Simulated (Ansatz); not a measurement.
# SnS: the cell at several levels of theory

One table from this session's results is given with a row withheld; the runs are named, their logs left out.

Program: Ansatz 0.2.0. PAW datasets, plane waves, zero pressure. Spin-unpolarised throughout; all numbers are computed.

### The system as given

It is orthorhombic, Pnma (No. 62); a = 11.200 Å, b = 3.987 Å, c = 4.334 Å in the conventional setting, 24.19 Å³ an atom. Sn has 3 S at 2.63–2.67 Å; S has 3 Sn at 2.63–2.67 Å.

As a file:

```
CELL_PARAMETERS angstrom
11.20000 0.00000 0.00000
0.00000 3.98700 0.00000
0.00000 0.00000 4.33400
ATOMIC_POSITIONS crystal
Sn 0.11940 0.25000 0.11980
Sn 0.38060 0.75000 0.61980
Sn 0.61940 0.25000 0.38020
Sn 0.88060 0.75000 0.88020
S 0.85080 0.25000 0.47930
S 0.64920 0.75000 0.97930
S 0.35080 0.25000 0.02070
S 0.14920 0.75000 0.52070
```

The first run:

input.yaml reads:

```yaml
crystal:
  lattice:
    - [11.2, 0.0, 0.0]
    - [0.0, 3.987, 0.0]
    - [0.0, 0.0, 4.334]
  atoms:
    - { symbol: Sn, position: [0.1194, 0.25, 0.1198] }
    - { symbol: Sn, position: [0.3806, 0.75, 0.6198] }
    - { symbol: Sn, position: [0.6194, 0.25, 0.3802] }
    - { symbol: Sn, position: [0.8806, 0.75, 0.8802] }
    - { symbol: S, position: [0.8508, 0.25, 0.4793] }
    - { symbol: S, position: [0.6492, 0.75, 0.9793] }
    - { symbol: S, position: [0.3508, 0.25, 0.0207] }
    - { symbol: S, position: [0.1492, 0.75, 0.5207] }
kpoints:
  mp_grid: { grid: [2, 6, 6] }
hamiltonian:
  xc: pbe
scf:
  occupations: { method: fermi_dirac, width: 0.02 }
relax:
  f_tol: 0.005
  cell: {}
```

Started as:

```
$ ansatz run input.yaml --threads 8 --pin off --max-ram 20275MiB --backend cpu --events-out ev --progress --plain --runs-dir out
```

Among the steps run: Relaxing with PBE; r2SCAN: cell and atoms; Relaxation with PBEsol; Relaxing with LDA.

One table of the session follows, with a row left open; its other results are not shown here.

```
 level   a (Å)  b (Å)  c (Å)  volume (Å³/atom)
   PBE  11.510  4.027  4.448            25.770
r2SCAN  11.390  3.960  4.543            25.617
PBEsol  11.136  3.988  4.232            23.493
   LDA       ?      ?      ?                 ?
```

Estimate the missing values for LDA.

**Answer.** a (Å): 11.010; b (Å): 3.956; c (Å): 4.184; volume (Å³/atom): 22.784. In the column «a (Å)» it is the lowest.

Limits of these values: The calculation is for a static lattice, without the thermal expansion and zero-point motion that a deposited cell holds.
